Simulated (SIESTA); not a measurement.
KMgF3 under changes of volume

One of the cells (12.665 Å³/atom); the others are scaled copies at fixed shape and fractional positions:

```
CELL_PARAMETERS angstrom
3.98590 0.00000 0.00000
0.00000 3.98590 0.00000
0.00000 0.00000 3.98590
ATOMIC_POSITIONS crystal
K 0.50000 0.50000 0.50000
Mg 0.00000 0.00000 0.00000
F 0.00000 0.00000 0.50000
F 0.00000 0.50000 0.00000
F 0.50000 0.00000 0.00000
```

- Program: SIESTA 5.4.2
- Functional: LDA
- Potentials or basis: PseudoDojo 0.4 standard (LDA files)
- Basis: DZP (energy shift 0.003 Ry; two zetas on semicore shells; d shell added on K)
- Grid cutoff: 800 Ry
- Energy shift: 0.003 Ry
- k mesh: 5 × 5 × 5
- Occupations: fermi-dirac, width 0.05 eV
- Spin: no spin polarisation

| volume (Å³/atom) | energy over the lowest point (meV/atom) | pressure (GPa) | gap on the mesh (eV) |
| --- | --- | --- | --- |
| 11.905 | 0.71 | 1.4 | 7.46 |
| 12.159 | 0.00 | -0.5 | 7.29 |
| 12.412 | 2.17 | -2.2 | 7.12 |
| 12.665 | ? | ? | ? |
| 12.918 | 14.08 | -5.2 | 6.81 |
| 13.172 | 23.28 | -6.5 | 6.66 |
| 13.425 | 34.34 | -7.5 | 6.52 |

**Question.** What does the run at 12.665 Å³/atom give?

**Answer.** Energy over the lowest point 6.99 meV/atom; pressure -3.8 GPa; gap on the mesh 6.96 eV.

Worked out: A Birch-Murnaghan fit of order 3 (a polynomial in V^(-2/3)) to the other rows has its minimum at 12.09 Å³/atom with B0 = V·E''(V) = 90 GPa and B' = 4.3. It gives 6.96 meV/atom at 12.665 Å³/atom, against the run's 6.99, and -dE/dV = -3.8 GPa, against -3.8. A straight line through the other rows of the gap, of slope -7.83 eV per unit of ln V, gives 6.97 eV, against the run's 6.96.

Energies are extrapolated to zero smearing.

Caveats: an odd mesh through Γ misses points on the zone boundary, where band edges often lie; the basis of atomic orbitals isn't converged, which shifts pressures, moduli and gaps.
